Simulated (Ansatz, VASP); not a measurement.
SiC2 in VASP and in Ansatz

```
CELL_PARAMETERS angstrom
0.00000 3.29591 4.43677
2.49254 0.00000 4.43677
2.49254 3.29591 0.00000
ATOMIC_POSITIONS crystal
Si 0.28399 0.71601 0.71601
Si 0.71601 0.28399 0.28399
C 0.66076 0.95468 0.33924
C 0.04532 0.33924 0.95468
C 0.95468 0.66076 0.04532
C 0.33924 0.04532 0.66076
```

Alike in both runs: task relaxation of cell and atoms; functional PBE; k mesh 10 × 10 × 10; occupations gaussian, width 0.1 eV; no spin polarisation.

|  | VASP | Ansatz |
| --- | --- | --- |
| version | VASP 6.6.1 | Ansatz 0.2.0 |
| potentials or method | VASP PAW PBE potentials, release 64 (Si, C) | scalar-relativistic, plane waves, PAW |
| plane-wave cutoff (eV) | 600 | 420 |
| valence electrons in the cell | 24 | 24 |

|  | VASP | Ansatz | Ansatz less VASP |
| --- | --- | --- | --- |
| gap on the k mesh at the Fermi level, each at its own relaxed structure (eV) | none | none | - |
| relaxed volume (Å³/atom) | 12.15 | 12.24 | +0.096 |
| relaxed cell length with the largest relative difference (Å) | 4.132 | 4.153 | +0.0212 |

A gap of «none» marks a metal or a gap that the smearing closes.
